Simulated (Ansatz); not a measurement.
Runs of Ansatz 0.2.0 on TaN. It takes space group P6_3/mmc (No. 194, hexagonal). Conventional cell: a = 2.922 Å, b = 2.922 Å, c = 5.917 Å, α = 90.00°, β = 90.00°, γ = 120.00°. Around Ta (site symmetry -3m) lie 6 N at 2.24 Å. N (site symmetry -6m2) is surrounded by 6 Ta at 2.24 Å. The cell comes from a database or a generator and needn't be the stable form of this composition.

```csv
task,level,cell,k mesh,gap on the mesh (eV),pressure (GPa),relaxed volume (Å³/atom)
relaxation of cell and atoms,RPBE+D3(BJ),relaxed,10 × 10 × 5,none,0.0,9.76
relaxation of cell and atoms,revPBE+D4,relaxed,10 × 10 × 5,none,0.0,(a)
relaxation of cell and atoms,RPBE+D4,relaxed,10 × 10 × 5,none,0.0,10.72
relaxation of cell and atoms,revPBE+D3(BJ),relaxed,10 × 10 × 5,none,0.0,10.58
phonons,LDA,as given,7 × 7 × 4,none,-,-
```

Alike in all rows: potentials or basis Ansatz PAW; no spin polarisation; cutoff (eV) 420; smearing fermi-dirac 0.05 eV.

Q: Fill in the values left out.

A: (a) 10.70.

Caveats: the PAW data sets come from PBE, with cores solved anew for the run's functional, which leaves a small shift of forces and pressure; the plane-wave basis is chosen anew once the cell has moved, so the energies of steps on either side of that aren't comparable (some runs); pairwise dispersion overbinds metals, which lowers pressure and volume (some runs).

A k mesh can miss the band edges, and the runs leave out spin-orbit coupling on Ta.

A gap of «none» marks a metal or a gap under the smearing width.
